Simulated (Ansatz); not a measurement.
**KF/MgS: short-period superlattices**

How do the layer thicknesses change the gap of KF/MgS? The crystals are KF rock salt(001) and MgS rock salt(001), on a common net of side 3.833 Å (+0.0 % and +3.6 % against typed lattice constants near PBE's). Layer spacings come from each crystal relaxed along the normal on that net, and the joins take the mean spacing. The stacks are then relaxed. The first steps treat the bulk crystals alone.

Main program and level: Ansatz 0.2.0; PBE DFT, plane waves, PAW files, in the first sound run; inputs show where later runs differ.

### 1. Starting point

The structure is cubic, space group Fm-3m (No. 225). Conventional cell: a = 5.420 Å, b = 5.420 Å, c = 5.420 Å, α = 90.00°, β = 90.00°, γ = 90.00°. Nearest to F lie 6 K at 2.71 Å. K has 6 F at 2.71 Å nearest. Farther neighbours and most contacts between anions are not listed.

### 2. Relaxing along the normal, strain 0.0001, crystal KF rock salt(001)

The crystal is held to the common net and relaxed along the normal.

Contents of input.yaml:

```yaml
crystal:
  lattice:
    - [3.833, 0.0, 0.0]
    - [0.0, 3.833, 0.0]
    - [0.0, 0.0, 5.4195235908]
  atoms:
    - { symbol: F, position: [0.0, 0.0, 0.0] }
    - { symbol: K, position: [0.5, 0.5, 0.0] }
    - { symbol: F, position: [0.5, 0.5, 0.5] }
    - { symbol: K, position: [0.0, 0.0, 0.5] }
kpoints:
  mp_grid: { grid: [6, 6, 4] }
scf:
  occupations: { method: fixed }
  max_iter: 120
hamiltonian:
  xc: pbe
output: {}
relax:
  f_tol: 0.01
  max_steps: 40
  cell: { fix: [a, b, angles] }
```

Launch:

```
> ansatz run input.yaml --threads 4 --pin off --max-ram 8192MiB --backend cpu --events-out ev --progress --plain --runs-dir out
```

Numbers of over 12 decimals in the logs are rounded to 6 here.

Output:

```text
Engine: ansatz 0.2.0, aarch64-unknown-linux-gnu
Pseudopotentials: kind: paw
Pseudopotential: F, paw, valence charge 7, recommended cutoff 420 eV (normal), F.paw.azcp
Pseudopotential: K, paw, valence charge 9, recommended cutoff 420 eV (normal), K.paw.azcp
Functional definition: PBE
  parameter kappa = 0.804
  parameter beta = 0.066725
  exchange = pbe_x(kappa = kappa, mu = beta*pi^2/3)
  correlation = pbe_c(beta = beta)
Crystal: 4 atoms, lattice volume = 79.623 Å³
Basis set: ecut = 420 eV, 1539 PW (Γ), exchange–correlation on 54×54×80 points (8 copies of the dense FFT grid, shifted against one another)
Bands: 20, of which v1, the nominal top of the filled ones, is band 16 counted from 1 (15 counted from 0)
Symmetry: 32 space group operations
Space group: I4/mmm (ITA 139), of the structure as read, at distance tolerance 4.3e-5 Å
k-points: 30 of 144
Non-local potential: F, projectors of the file, l = 0: 2, l = 1: 2, l = 2: 1
Non-local potential: K, projectors of the file, l = 0: 3, l = 1: 2, l = 2: 2
PAW form: soft (Blöchl's): semilocal exchange-correlation on the pseudo side does not see the compensation charge
PAW one-centre angular grid: F, 110 points (default); XC on 64 Gauss nodes
PAW one-centre angular grid: K, 110 points (default); XC on 64 Gauss nodes
Initial density: superposition of atomic densities (neutral atoms: chi_scale 0, normalization atom), corrected by the library's trained network
Initial wavefunctions: pseudopotential atomic-orbital guess
Functional: x = pbe(κ = 0.804, μ = 0.219515), c = pbe(β = 0.066725)
SCF iter   1: F=—  HF=-4697.607107 eV  |F-HF|=—  |Δ(HF+E_count)|=         —  Δρ=3.65e-4  dr2=4.16e-5  ethr=1.77e-3  ⟨swp⟩=4.6  Hψ=2528  notcnv=0  defer=47
preconditioner: auto → Resta (q_TF=auto, 2.344 Å⁻¹)  ε∞=2.9  [insulator: Δε(μ)=5.961 eV  Ē_g=16.118 eV  n_scr=20 (ndim 8)  ℏωp=22.0 eV  f_vac=0.142  ε∞_Penn≈2.9]
SCF iter   2: F=—  HF=-4697.605796 eV  |F-HF|=—  |Δ(HF+E_count)|=   1.31e-3  Δρ=1.75e-4  dr2=1.75e-5  ethr=1.30e-7  ⟨swp⟩=3.4  Hψ=1622  notcnv=0  defer=58
SCF iter   3: F=—  HF=-4697.605879 eV  |F-HF|=—  |Δ(HF+E_count)|=   8.26e-5  Δρ=1.09e-4  dr2=3.94e-6  ethr=5.48e-8  ⟨swp⟩=2.0  Hψ=1022  notcnv=0  defer=58
SCF iter   4: F=—  HF=-4697.605905 eV  |F-HF|=—  |Δ(HF+E_count)|=   2.67e-5  Δρ=4.64e-5  dr2=1.45e-6  ethr=1.23e-8  ⟨swp⟩=2.0  Hψ=1082  notcnv=0  defer=58
SCF iter   5: F=—  HF=-4697.605907 eV  |F-HF|=—  |Δ(HF+E_count)|=   1.49e-6  Δρ=1.99e-5  dr2=1.98e-7  ethr=4.52e-9  ⟨swp⟩=2.0  Hψ=1008  notcnv=0  defer=58
SCF iter   6: F=-4697.605907 eV  HF=-4697.605907 eV  |F-HF|=2.76e-9  |Δ(HF+E_count)|=   2.07e-7  Δρ=1.61e-6  dr2=1.21e-9  ethr=3.13e-10  ⟨swp⟩=4.0  Hψ=1827  notcnv=0
SCF 1 converged in 6 iterations: F = -4697.605907 eV  dr2 = 1.21e-9
  greatest PAW one-centre occupation: 0.987 electrons in one spin orbital (limit 2), on the K atom at site 3 (counted from 0), in its partial waves of l = 0
relax step   1: F+E_penalty+E_count = -4697.60590690 eV  Δ(F+E_penalty+E_count) = +0.000e0 eV  max|allowed force component| = 4.918e-30 eV/Å  Δτ_max = 0.0000 Å  P = +0.008 GPa  Ω = 79.623 Å³  fix = [a, b, alpha, beta, gamma]  reactions: a +0.005, b +0.005 GPa  (6 SCF iters, dr2 threshold 1.00e-7 eV, accepted)
Initial density: handed on by an earlier stage of this run
Initial wavefunctions: pseudopotential atomic-orbital guess (no wavefunctions were taken with the density)
iter 1 solved again at ethr=5.77e-8 eV; its pass at ethr=3.10e-3 eV (dr2=1.85e-5 eV) is discarded
SCF iter   1: F=—  HF=-4697.605994 eV  |F-HF|=—  |Δ(HF+E_count)|=         —  Δρ=1.18e-5  dr2=3.93e-8  ethr=5.77e-8  ⟨swp⟩=3.2  Hψ=4211  notcnv=0  defer=57
preconditioner: auto → Resta (q_TF=auto, 2.344 Å⁻¹)  ε∞=2.9  [insulator: Δε(μ)=5.962 eV  Ē_g=16.115 eV  n_scr=20 (ndim 8)  ℏωp=22.0 eV  f_vac=0.142  ε∞_Penn≈2.9]
SCF iter   2: F=—  HF=-4697.605907 eV  |F-HF|=—  |Δ(HF+E_count)|=   8.70e-5  Δρ=9.48e-6  dr2=4.13e-8  ethr=1.23e-10  ⟨swp⟩=3.2  Hψ=1388  notcnv=0  defer=42
SCF iter   3: F=—  HF=-4697.605907 eV  |F-HF|=—  |Δ(HF+E_count)|=   1.58e-9  Δρ=4.47e-6  dr2=7.60e-9  ethr=1.23e-10  ⟨swp⟩=2.0  Hψ=762  notcnv=0  defer=42
SCF iter   4: F=—  HF=-4697.605907 eV  |F-HF|=—  |Δ(HF+E_count)|=   4.61e-9  Δρ=2.87e-6  dr2=2.83e-9  ethr=2.38e-11  ⟨swp⟩=1.1  Hψ=612  notcnv=0  defer=42
SCF iter   5: F=—  HF=-4697.605907 eV  |F-HF|=—  |Δ(HF+E_count)|=   4.33e-9  Δρ=1.01e-6  dr2=3.23e-10  ethr=8.83e-12  ⟨swp⟩=2.3  Hψ=978  notcnv=0  defer=42
SCF iter   6: F=—  HF=-4697.605907 eV  |F-HF|=—  |Δ(HF+E_count)|=  6.05e-10  Δρ=3.67e-7  dr2=4.25e-11  ethr=1.01e-12  ⟨swp⟩=2.3  Hψ=1037  notcnv=0  defer=42
SCF iter   7: F=-4697.605907 eV  HF=-4697.605907 eV  |F-HF|=1.09e-11  |Δ(HF+E_count)|=  6.28e-11  Δρ=1.59e-7  dr2=8.07e-12  ethr=1.00e-12  ⟨swp⟩=3.6  Hψ=1726  notcnv=0
SCF 2 converged in 7 iterations: F = -4697.605907 eV  dr2 = 8.07e-12
relax step   2: F+E_penalty+E_count = -4697.60590690 eV  Δ(F+E_penalty+E_count) = -7.503e-10 eV  max|allowed force component| = 2.428e-30 eV/Å  Δτ_max = 0.0000 Å  P = +0.008 GPa  Ω = 79.623 Å³  fix = [a, b, alpha, beta, gamma]  reactions: a +0.005, b +0.005 GPa  stress off target by 1.42e-2 GPa on what of the cell is left free  SCF on the basis re-selected at this cell (its energy is not comparable with the rows above)  (7 SCF iters)
basis re-selected at this cell: Δ(F+E_penalty+E_count) = -7.503e-10 eV, ΔP = +0.000 GPa vs the last step (what re-selecting the basis moved, of the pressure what is left beyond the Pulay correction that the steps carried, after the strain that the cell walked since its last selection, with what the two solves' SCF thresholds leave and, on support functions, any second-order correction that the steps lacked; it is no  [...]
SCF converged after 7 iterations
Free energy (F): -4697.605907 eV
Harris-Foulkes:  -4697.605907 eV  (|F-HF|=1.09e-11)
Internal energy: -4697.605907 eV  (E = F + TS)
E sigma→0 (E₀):  -4697.605907 eV
Fermi energy:    1.174327 eV
--- Per-component energies (eV) ---
  E_band       = -261.328537
  E_kinetic    = 923.532420
  E_local      = -2266.051396  (includes V_loc(G=0)·N_el)
  E_nonlocal   = 171.777593
  E_hartree    = 818.175533
  E_xc         = -432.608865
  E_vxc        = -537.715057  (∫ρ·V_xc dr)
  E_paw        = -1964.236322  (= ΣΔE_a)
  E_vpaw       = -189.227230  (= ΣTr[D̂ρ^β])
  E_aug_tail   = 0.004115  (compensation charges beyond the density's cutoff)
  E_ewald      = -1948.198985
  E_smearing   = -0.000000  (= −TS)
  E_closure    = -0.000000  (closes the sum)
  Σ components = -4697.605907   (vs F -4697.605907, Δ=0.00e0)
--- Forces (eV/Å), atoms counted from 1 ---
  atom   1  F     -0.00000000    -0.00000000     0.00000000
  atom   2  K      0.00000000    -0.00000000     0.00000000
  atom   3  F     -0.00000000    -0.00000000     0.00000000
  atom   4  K      0.00000000     0.00000000     0.00000000
  max |Σ_I F_I| component: 7.37e-30 eV/Å
--- Stress (GPa, compression-positive) ---
        0.005430       0.000000       0.000000
        0.000000       0.005430       0.000000
        0.000000       0.000000       0.014205
  P = ⅓ Tr σ = 0.0084 GPa (0.084 kbar)
--- Relaxed structure (1 steps of the walk, 1 accepted, 1 SCFs on fresh bases) ---
  F+E_penalty+E_count = -4697.60590690 eV   max|allowed force component| = 2.428e-30 eV/Å   (the final SCF, on the basis selected at the relaxed cell)
  cell:  # Å, volume = 79.6230 Å³
    - [3.833, 0.0, 0.0]
    - [0.0, 3.833, 0.0]
    - [0.0, 0.0, 5.4195235908]
  atoms:
    - { symbol: F, position: [0.0, 0.0, 0.0] }
    - { symbol: K, position: [0.5, 0.5, 0.0] }
    - { symbol: F, position: [0.5, 0.5, 0.5] }
    - { symbol: K, position: [0.0, 0.0, 0.5] }
```

Wall time 1.1 s (4 threads of Arm Neoverse V2, shared host); peak memory 0.36 GiB.

Little changed from the start: no atom moved by 0.005 Å and no cell edge by 0.1 %.

This step gave:

```
free energy  : -4697.6059 eV
Fermi energy : 1.174 eV
pressure     : 0.008355 GPa
```

### 3. Band edges, strain 0.0001, crystal KF rock salt(001)

The band edges of this cell are searched, off the mesh as well.

input.yaml, the sections that differ from step 2:

```yaml
kpoints:
  mp_grid: { grid: [6, 6, 6] }
  band_path: { path: [VBM, CBM], npoints: 24 }
output:
  eigenvalues: true
checkpoint:
  write: KF.run
  compress: false
  write_wavefunctions: false
# crystal, scf, hamiltonian: as in step 2
# relax: removed
```

Output:

```text
[...]
Crystal: 4 atoms, lattice volume = 79.623 Å³
Basis set: ecut = 420 eV, 1539 PW (Γ)
Bands: 20, of which v1, the nominal top of the filled ones, is band 16 counted from 1 (15 counted from 0)
Symmetry: 32 space group operations
[...]
k-points: 40 of 216
[...]
SCF iter   1: F=—  HF=-4697.607203 eV  |F-HF|=—  |Δ(HF+E_count)|=         —  Δρ=3.79e-4  dr2=4.62e-5  ethr=1.77e-3  ⟨swp⟩=4.6  Hψ=3375  notcnv=0  defer=65
[...]
SCF iter   6: F=-4697.606060 eV  HF=-4697.606060 eV  |F-HF|=4.13e-9  |Δ(HF+E_count)|=   2.55e-7  Δρ=1.70e-6  dr2=1.36e-9  ethr=3.13e-10  ⟨swp⟩=6.1  Hψ=3175  notcnv=0
SCF 1 converged in 6 iterations: F = -4697.606060 eV  dr2 = 1.36e-9
[...]
NSCF: frozen V_eff on 40 k-points
[...]
SCF converged after 6 iterations
Free energy (F): -4697.606060 eV
[...]
Internal energy: -4697.606060 eV  (E = F + TS)
E sigma→0 (E₀):  -4697.606060 eV
Fermi energy:    1.173948 eV
[...]
--- Band table (eV; the first three rows and the last of 40) ---
  k-point 0: bands = [... 12 lower, 1.1089, 1.1738, 1.1739, 1.1739, 7.1363, 9.3468, 11.2488, 11.7269]
  k-point 1: bands = [... 12 lower, 1.1091, 1.1091, 1.1646, 1.1646, 7.3836, 9.4563, 10.7852, 11.4729]
  k-point 2: bands = [... 12 lower, 1.1125, 1.1125, 1.1439, 1.1439, 8.0258, 9.7769, 9.8639, 10.8969]
  k-point 39: bands = [... 12 lower, 1.0002, 1.0002, 1.0002, 1.0002, 10.7632, 10.7632, 10.7632, 10.7632]
```

The job ended after 2 s (4 threads; peak memory 0.34 GiB; 7.1 s of CPU time).

Numbers from this step:

* free energy: -4697.6061 eV
* gap on the k-mesh: 5.962 eV
* gap on path: 5.962 eV, by band count; negative where bands overlap
* edge places on path: 0, 0 1/A along the path

Levels at VBM (eV): -0.23, -0.07, -0.07, 0.00, 0.00, 0.00, 5.96.

The searched edges give 5.96 eV, as on the mesh.

### 4. Relaxing along the normal, strain 0.0365, crystal MgS rock salt(001)

System of this step: MgS. It takes space group I4/mmm (No. 139, tetragonal). The conventional cell has a = 3.833 Å, b = 3.833 Å, c = 5.097 Å, α = 90.00°, β = 90.00°, γ = 90.00°. Nearest to S lie 6 Mg at 2.55 to 2.71 Å. Mg has 6 S at 2.55 to 2.71 Å nearest. Farther neighbours and most contacts between anions are not listed.

The crystal is held to the common net and relaxed along the normal.

Contents of input.yaml:

```yaml
crystal:
  lattice:
    - [3.833, 0.0, 0.0]
    - [0.0, 3.833, 0.0]
    - [0.0, 0.0, 5.0965235908]
  atoms:
    - { symbol: S, position: [0.0, 0.0, 0.0] }
    - { symbol: Mg, position: [0.5, 0.5, 0.0] }
    - { symbol: S, position: [0.5, 0.5, 0.5] }
    - { symbol: Mg, position: [0.0, 0.0, 0.5] }
kpoints:
  mp_grid: { grid: [6, 6, 6] }
scf:
  occupations: { method: fixed }
  max_iter: 120
hamiltonian:
  xc: pbe
output: {}
relax:
  f_tol: 0.01
  max_steps: 40
  cell: { fix: [a, b, angles] }
```

Output:

```text
[...]
Crystal: 4 atoms, lattice volume = 74.878 Å³
Basis set: ecut = 420 eV, 1481 PW (Γ), exchange–correlation on 54×54×72 points (8 copies of the dense FFT grid, shifted against one another)
Bands: 20, of which v1, the nominal top of the filled ones, is band 16 counted from 1 (15 counted from 0)
Symmetry: 32 space group operations
[...]
k-points: 40 of 216
[...]
SCF iter   1: F=—  HF=-5657.418145 eV  |F-HF|=—  |Δ(HF+E_count)|=         —  Δρ=5.28e-4  dr2=1.43e-4  ethr=1.77e-3  ⟨swp⟩=4.9  Hψ=3320  notcnv=0  defer=77
[...]
SCF iter   6: F=-5657.416201 eV  HF=-5657.416201 eV  |F-HF|=2.29e-8  |Δ(HF+E_count)|=   1.21e-7  Δρ=5.97e-6  dr2=2.98e-8  ethr=3.13e-10  ⟨swp⟩=4.0  Hψ=2562  notcnv=0
SCF 1 converged in 6 iterations: F = -5657.416201 eV  dr2 = 2.98e-8
[...]
relax step   1: F+E_penalty+E_count = -5657.41620087 eV  Δ(F+E_penalty+E_count) = +0.000e0 eV  max|allowed force component| = 1.918e-29 eV/Å  Δτ_max = 0.0000 Å  P = -2.555 GPa  Ω = 74.878 Å³  fix = [a, b, alpha, beta, gamma]  reactions: a -4.245, b -4.245 GPa  (6 SCF iters, dr2 threshold 1.00e-7 eV, accepted)
Crystal: 4 atoms, lattice volume = 75.084 Å³
Basis set: ecut = 420 eV, 1505 PW (Γ), exchange–correlation on 54×54×72 points (8 copies of the dense FFT grid, shifted against one another)
[...]
SCF iter   1: F=—  HF=-5657.416727 eV  |F-HF|=—  |Δ(HF+E_count)|=         —  Δρ=1.91e-4  dr2=3.47e-5  ethr=5.00e-8  ⟨swp⟩=3.0  Hψ=4000  notcnv=0  defer=29
automatic band count: iteration 1 solves 19 bands in place of 20: the levels show a gap, and the empty bands left out lie too high to hold charge; the band table lists the bands solved (type scf.n_extra_bands for more)
eigensolver tolerance schedule calibrated: the retry pair's looser diagonalisation under-reported the residual by θ = 0.54 (0.11/decade); ethr = c·dr2/N_el runs at the constant in force after the calibration composes with the one it found (an armed cap, an earlier calibration), c = 7.9e-2
[...]
SCF iter   2: F=—  HF=-5657.416978 eV  |F-HF|=—  |Δ(HF+E_count)|=   2.52e-4  Δρ=1.11e-4  dr2=1.24e-5  ethr=5.00e-8  ⟨swp⟩=2.2  Hψ=1125  notcnv=0  defer=27
SCF iter   3: F=-5657.416974 eV  HF=-5657.416974 eV  |F-HF|=4.03e-8  |Δ(HF+E_count)|=   4.14e-6  Δρ=1.69e-5  dr2=2.10e-7  ethr=9.86e-10  ⟨swp⟩=3.3  Hψ=3280  notcnv=0
SCF 2 converged in 3 iterations: F = -5657.416974 eV  dr2 = 2.10e-7
relax step   2: F+E_penalty+E_count = -5657.41697437 eV  Δ(F+E_penalty+E_count) = -7.735e-4 eV  max|allowed force component| = 5.621e-30 eV/Å  Δτ_max = 0.0000 Å  P = -2.773 GPa  Ω = 75.084 Å³  energy of the carried Pulay correction = -4.705e-6 eV  fix = [a, b, alpha, beta, gamma]  reactions: a -4.351, b -4.351 GPa  (3 SCF iters, dr2 threshold 4.00e-7 eV, accepted)
Crystal: 4 atoms, lattice volume = 75.262 Å³
[...]
SCF iter   3: F=-5657.417188 eV  HF=-5657.417188 eV  |F-HF|=4.45e-8  |Δ(HF+E_count)|=   2.81e-6  Δρ=1.57e-5  dr2=1.85e-7  ethr=1.09e-9  ⟨swp⟩=3.5  Hψ=3278  notcnv=0
SCF 3 converged in 3 iterations: F = -5657.417188 eV  dr2 = 1.85e-7
relax step   3: F+E_penalty+E_count = -5657.41718757 eV  Δ(F+E_penalty+E_count) = -2.132e-4 eV  max|allowed force component| = 5.004e-30 eV/Å  Δτ_max = 0.0000 Å  P = -2.956 GPa  Ω = 75.262 Å³  energy of the carried Pulay correction = -8.734e-6 eV  fix = [a, b, alpha, beta, gamma]  reactions: a -4.440, b -4.440 GPa  (3 SCF iters, dr2 threshold 3.65e-7 eV, accepted)
[...]
SCF iter   1: F=—  HF=-5657.416923 eV  |F-HF|=—  |Δ(HF+E_count)|=         —  Δρ=2.91e-5  dr2=1.80e-7  ethr=4.95e-7  ⟨swp⟩=3.0  Hψ=5231  notcnv=0  defer=80
eigensolver tolerance schedule: the retry pair's looser diagonalisation over-reported the residual by 877.62 of it (diagonalisation noise at 0.16 of the residual, at the tolerance the schedule requests for it); recorded, not acted on — ethr = c·dr2/N_el stays at c = 1.0e-1
[...]
SCF iter   2: F=—  HF=-5657.417195 eV  |F-HF|=—  |Δ(HF+E_count)|=   2.72e-4  Δρ=1.60e-5  dr2=8.64e-8  ethr=5.64e-10  ⟨swp⟩=2.3  Hψ=1454  notcnv=0  defer=77
[...]
SCF iter   5: F=-5657.417196 eV  HF=-5657.417196 eV  |F-HF|=2.36e-11  |Δ(HF+E_count)|=   1.17e-8  Δρ=1.91e-7  dr2=1.24e-11  ethr=1.00e-12  ⟨swp⟩=3.0  Hψ=3390  notcnv=0
SCF 4 converged in 5 iterations: F = -5657.417196 eV  dr2 = 1.24e-11
relax step   4: F+E_penalty+E_count = -5657.41719649 eV  Δ(F+E_penalty+E_count) = -8.917e-6 eV  max|allowed force component| = 2.118e-29 eV/Å  Δτ_max = 0.0000 Å  P = -2.956 GPa  Ω = 75.262 Å³  fix = [a, b, alpha, beta, gamma]  reactions: a -4.440, b -4.440 GPa  stress off target by 1.16e-2 GPa on what of the cell is left free  SCF on the basis re-selected at this cell (its energy is not comparable with the rows above)  (5 SCF iters)
[...]
SCF converged after 5 iterations
Free energy (F): -5657.417196 eV
[...]
Internal energy: -5657.417196 eV  (E = F + TS)
E sigma→0 (E₀):  -5657.417196 eV
Fermi energy:    5.730885 eV
[...]
--- Stress (GPa, compression-positive) ---
       -4.439727       0.000000       0.000000
        0.000000      -4.439727       0.000000
        0.000000       0.000000       0.011553
  P = ⅓ Tr σ = -2.9560 GPa (-29.560 kbar)
--- Relaxed structure (3 steps of the walk, 3 accepted, 1 SCFs on fresh bases) ---
[...]
cell:  # Å, volume = 75.2616 Å³
    - [3.833, 0, 0.0]
    - [0, 3.833, 0.0]
    - [0.0, 0.0, 5.122665]
  atoms:
    - { symbol: S, position: [0.0, 0, 0.0] }
    - { symbol: Mg, position: [0.5, 0.5, 0.0] }
    - { symbol: S, position: [0.5, 0.5, 0.5] }
    - { symbol: Mg, position: [0.0, 0, 0.5] }
```

Wall time 2.1 s (4 threads); peak memory 0.36 GiB; 7.5 s of CPU time.

The steps of the relaxation:

```csv
step,energy less that of the first step (eV),largest force component (eV/Å),pressure (GPa),volume (Å³)
1,0.0000,0.0000,-2.55,74.88
2,-0.0008,0.0000,-2.77,75.08
3,-0.0010,0.0000,-2.96,75.26
4*,-0.0010,0.0000,-2.96,75.26
```

Relaxation steps marked * repeat the geometry before them on a plane-wave basis chosen anew for their cell, so energy and pressure can jump there.

The run keeps the 32 symmetry operations that it works with, so distortions that break them were not tested.

```csv
"conventional cell, symmetrised",before,after,change
a (Å),3.833,3.833,+0.0 %
b (Å),3.833,3.833,+0.0 %
c (Å),5.097,5.123,+0.5 %
volume (Å³/atom),18.72,18.82,+0.5 %
```

The relaxed structure:

```xyz
4
Lattice="3.8330 0.0000 0.0000 0.0000 3.8330 0.0000 0.0000 0.0000 5.1227" Properties=species:S:1:pos:R:3 pbc="T T T"
S     0.0000    0.0000    0.0000
Mg    1.9165    1.9165    0.0000
S     1.9165    1.9165    2.5613
Mg    0.0000    0.0000    2.5613
```

This step gave:

```yaml
free_energy: -5657.4172 eV
fermi_energy: 5.731 eV
pressure: -2.956 GPa
```

The cell grew by 0.5 % in volume.

### 5. The bulk crystal and its band edges, strain 0.0365, crystal MgS rock salt(001)

The band edges of the next crystal.

Edit input.yaml of step 4 so:

```diff
@@ -4,3 +4,3 @@
     - [0.0, 3.833, 0.0]
-    - [0.0, 0.0, 5.0965235908]
+    - [0.0, 0.0, 5.1226653245]
   atoms:
@@ -12,2 +12,3 @@
   mp_grid: { grid: [6, 6, 6] }
+  band_path: { path: [VBM, CBM], npoints: 24 }
 scf:
@@ -17,6 +18,7 @@
   xc: pbe
-output: {}
-relax:
-  f_tol: 0.01
-  max_steps: 40
-  cell: { fix: [a, b, angles] }
+output:
+  eigenvalues: true
+checkpoint:
+  write: MgS.run
+  compress: false
+  write_wavefunctions: false
```

Output:

```text
[...]
Crystal: 4 atoms, lattice volume = 75.262 Å³
Basis set: ecut = 420 eV, 1505 PW (Γ)
Bands: 20, of which v1, the nominal top of the filled ones, is band 16 counted from 1 (15 counted from 0)
Symmetry: 32 space group operations
[...]
k-points: 40 of 216
[...]
SCF iter   1: F=—  HF=-5657.419071 eV  |F-HF|=—  |Δ(HF+E_count)|=         —  Δρ=5.12e-4  dr2=1.37e-4  ethr=1.77e-3  ⟨swp⟩=5.0  Hψ=3331  notcnv=0  defer=77
[...]
SCF iter   6: F=-5657.417066 eV  HF=-5657.417066 eV  |F-HF|=1.69e-8  |Δ(HF+E_count)|=   1.15e-7  Δρ=5.24e-6  dr2=2.20e-8  ethr=3.13e-10  ⟨swp⟩=5.3  Hψ=2755  notcnv=0
SCF 1 converged in 6 iterations: F = -5657.417066 eV  dr2 = 2.20e-8
[...]
SCF converged after 6 iterations
Free energy (F): -5657.417066 eV
[...]
Internal energy: -5657.417066 eV  (E = F + TS)
E sigma→0 (E₀):  -5657.417066 eV
Fermi energy:    5.730754 eV
[...]
--- Band table (eV; the first three rows and the last of 40) ---
  k-point 0: bands = [... 12 lower, 3.9621, 5.4610, 5.7308, 5.7308, 8.1636, 8.8736, 10.0930, 13.4310]
  k-point 1: bands = [... 12 lower, 4.0524, 4.9533, 5.5684, 5.5684, 8.5015, 9.4791, 10.2406, 13.3996]
  k-point 2: bands = [... 12 lower, 4.3131, 4.3131, 5.1717, 5.1717, 9.4204, 10.5526, 10.6798, 12.3507]
  k-point 39: bands = [... 12 lower, 2.7881, 2.7881, 3.2118, 3.2118, 10.9743, 10.9743, 13.6788, 13.6788]
```

Elapsed: 2 s, on 4 threads; peak memory 0.34 GiB.

This step gave:

- free energy: -5657.4171 eV
- gap on the k-mesh: 2.433 eV
- gap on path: 2.433 eV, by band count; negative where bands overlap

Levels at VBM (eV): -3.90, -1.77, -1.77, -0.27, 0.00, 0.00, 2.43, 3.14, 4.36, 7.70.

The searched edges give 2.43 eV, as on the mesh.

[end of part 1 of 4]

[Logs are printed without paths, hosts, clocks, repeated set-up lines and the standing remarks that a program may print on its own settings, such as how far it seeks lower states.]

[Hosts, paths, dates, database ids (printed as entryN), source tags and the programs' standing remarks are cut or masked in the printed files.]
